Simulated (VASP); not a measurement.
A calculation with VASP 6.6.1 of In (ASE script, structure from a POSCAR):

The input run.py:

```python
from ase.calculators.vasp import Vasp
from ase.dft.bandgap import bandgap
from ase.io import read

atoms = read('POSCAR')
calc = Vasp(
    directory='calc',
    xc='pbe',
    pp='PBE',
    setups='minimal',
    prec='Accurate',
    encut=500,
    ediff=1e-06,
    ismear=0,
    sigma=0.1,
    lreal=False,
    lasph=True,
    nelm=80,
    algo='Normal',
    isif=2,
    lwave=False,
    lcharg=False,
    kpts=[9, 9, 5],
    gamma=True,
)
atoms.calc = calc

print('energy (eV):', atoms.get_potential_energy())
print('free energy (eV):', atoms.get_potential_energy(force_consistent=True))
print('forces (eV/A):')
print(atoms.get_forces())
print('stress (eV/A^3, Voigt):', atoms.get_stress())
print('Fermi level (eV):', calc.get_fermi_level())
gap, top, bottom = bandgap(calc)
print('band gap (eV):', gap, 'from (spin, k, band)', top, 'to', bottom)
```

POSCAR

```
In
1.0
    3.3354847820      0.0000000000      0.0000000000
   -1.6677423910      2.8886145552      0.0000000000
    0.0000000000      0.0000000000      5.5091429200
In
2
Direct
    0.6666666667      0.3333333333      0.7500000000
    0.3333333333      0.6666666667      0.2500000000
```

Potentials or basis: VASP PAW PBE potentials, release 64 (In).

Run with:

```sh
$ python run.py
```

This isn't the form of In at room conditions, which is tetragonal.

Write the same calculation in another form: native input, structure from a POSCAR.

As run:

INCAR

```
PREC = Accurate ; ENCUT = 500
EDIFF = 1E-6 ; ISMEAR = 0
SIGMA = 0.1 ; LREAL = F
LASPH = T ; NELM = 80
ALGO = Normal ; ISIF = 2
LWAVE = F ; LCHARG = F
GGA = PE ; NBANDS = 10
```

KPOINTS

```
Automatic mesh
0
Gamma
  9 9 5
```

The input POSCAR:

```
In
1.0
    3.3354847820      0.0000000000      0.0000000000
   -1.6677423910      2.8886145552      0.0000000000
    0.0000000000      0.0000000000      5.5091429200
In
2
Direct
    0.6666666667      0.3333333333      0.7500000000
    0.3333333333      0.6666666667      0.2500000000
```

Potentials or basis: VASP PAW PBE potentials, release 64 (In).

Run with:

```sh
$ cat potpaw_PBE.64/In/POTCAR > POTCAR
$ mpirun -np 1 vasp_std > vasp.out
```

Both were run:

|  | ASE script, structure from a POSCAR | native input, structure from a POSCAR |
| --- | --- | --- |
| Pressure | 1.6 GPa | 1.6 GPa |
| Band gap on the k mesh | none (metal or under the smearing width) | none (metal or under the smearing width) |

Keys that steer only the numerical path or the files written may differ.
